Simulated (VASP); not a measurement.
Wanted: the native input for a VASP 6.6.1 run.

| Quantity | Value |
| --- | --- |
| Task | relaxation of cell and atoms |
| Functional | RPBE |
| Potentials or basis | VASP PAW PBE potentials, release 64 (Mg) |
| Cutoff | 600 eV |
| k mesh | 10 × 10 × 5 |
| Occupations | fermi-dirac, width 0.05 eV |
| Spin | no spin polarisation |
| Further INCAR settings | ALGO = Normal; EDIFF = 1e-06; IBRION = 2; EDIFFG = -0.01; NSW = 60; ISIF = 3 |

The structure of Mg lies in POSCAR:

```
Mg
1.0
    3.2093000000      0.0000000000      0.0000000000
   -1.6046500000      2.7793353284      0.0000000000
    0.0000000000      0.0000000000      5.2103000000
Mg
2
Direct
    0.6666666667      0.3333333333      0.7500000000
    0.3333333333      0.6666666667      0.2500000000
```

One way to write it, as run:

INCAR

```
SYSTEM = Mg
PREC = Accurate ; ENCUT = 600
EDIFF = 1E-6 ; ISMEAR = -1
SIGMA = 0.05 ; LREAL = .FALSE.
LASPH = .TRUE. ; NELM = 100
ALGO = Normal ; ISIF = 3
LWAVE = .FALSE. ; LCHARG = .FALSE.
GGA = RP ; IBRION = 2
NSW = 60 ; EDIFFG = -0.01
```

KPOINTS

```
regular mesh
0
G
  10 10 5
  0 0 0
```

Potentials or basis: VASP PAW PBE potentials, release 64 (Mg).

Run with:

```sh
$ cat potpaw_PBE.64/Mg/POTCAR > POTCAR
$ mpirun -np 1 vasp_std > vasp.out
```

Results of the run:

```json
{
 "Relaxed volume": "23.65 Å³/atom",
 "Relaxed cell": "a = 3.197 Å, b = 3.197 Å, c = 5.344 Å, α = 90.00°, β = 90.00°, γ = 120.00°",
 "Space group after relaxing (to 0.05 Å)": "P6_3/mmc (No. 194)",
 "Energy gained by relaxing": "3.0 meV/atom",
 "Ionic steps": "7",
 "Pressure after relaxing": "0.0 GPa",
 "Band gap on the k mesh": "none (metal or under the smearing width)"
}
```

Caveat: the PAW data sets were made with another functional, which shifts forces and pressure a little.

It took 45 s on 1 thread of Intel(R) Xeon(R) Platinum 8259CL CPU @ 2.50GHz (Skylake/Cascade Lake) (shared host), peak memory 0.18 GiB.
